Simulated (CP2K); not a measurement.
Crystal: SiO2.

```
CELL_PARAMETERS angstrom
4.97559 0.00000 0.00000
0.00000 4.97559 0.00000
0.00000 0.00000 6.90089
ATOMIC_POSITIONS crystal
Si 0.80325 0.80325 0.50000
Si 0.69675 0.30325 0.25000
Si 0.30325 0.69675 0.75000
Si 0.19675 0.19675 0.00000
O 0.76176 0.11039 0.43204
O 0.88961 0.23824 0.06796
O 0.11039 0.76176 0.56796
O 0.26176 0.38961 0.81796
O 0.23824 0.88961 0.93204
O 0.73824 0.61039 0.31796
O 0.38961 0.26176 0.18204
O 0.61039 0.73824 0.68204
```

The cell comes from a database or a generator and needn't be the stable form of this composition.

Base run:

```yaml
Program: CP2K 2026.2
Functional: BEEF-vdW
Potentials_or_basis: POTENTIAL_UZH Si GTH-PBE-q4, O GTH-PBE-q6; DZVP-MOLOPT-PBE-GTH basis
Density_cutoff: 11565 eV
k_mesh: 4 × 4 × 3
Occupations: fermi-dirac, width 0.05 eV
Spin: no spin polarisation
```

Its results: pressure 2.3 GPa.

Q: After a change of settings the same cell gave: pressure 3.4 GPa. Which change was it?
A. functional from BEEF-vdW to OLYP
B. functional from BEEF-vdW to PBEsol
C. functional from BEEF-vdW to vdW-DF2
D. functional from BEEF-vdW to MS2

A: A.

Caveats: the potentials were made for another functional, which shifts forces and pressure; the basis of atomic orbitals isn't converged, which shifts pressures, moduli and gaps.

Runs at the PBE level aren't shown here.
